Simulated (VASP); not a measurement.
Here is a VASP 6.6.1 calculation.

File INCAR:

```
SYSTEM = Sb
PREC = Accurate ; ENCUT = 520
EDIFF = 1E-6 ; ISMEAR = -1
SIGMA = 0.1 ; LREAL = .FALSE.
LASPH = .TRUE. ; NELM = 100
ALGO = Normal ; ISIF = 2
LWAVE = .FALSE. ; LCHARG = .FALSE.
GGA = RP ; NBANDS = 18
```

Contents of KPOINTS:

```
Automatic mesh
0
G
  12 12 3
  0 0 0
```

File POSCAR:

```
Sb
1.0
    3.4114345900      0.0000000000      0.0000000000
   -1.7057172950      2.9543890183      0.0000000000
    0.0000000000      0.0000000000     11.5828938740
Sb
4
Direct
    1.0000000000      1.0000000000      0.0000000000
    1.0000000000      1.0000000000      0.5000000000
    0.3333333333      0.6666666667      0.2500000000
    0.6666666667      0.3333333333      0.7500000000
```

Potentials or basis: VASP PAW PBE potentials, release 64 (Sb).

Run with:

```sh
$ cat potpaw_PBE.64/Sb/POTCAR > POTCAR
$ mpirun -np 1 vasp_std > vasp.out
```

(1) Estimate the band gap on the k mesh.

(2) What does it give for the pressure?

## Answers

(1) none (metal or under the smearing width).

(2) -2.0 GPa.

Caveat: the PAW data sets were made with another functional, which shifts forces and pressure a little.
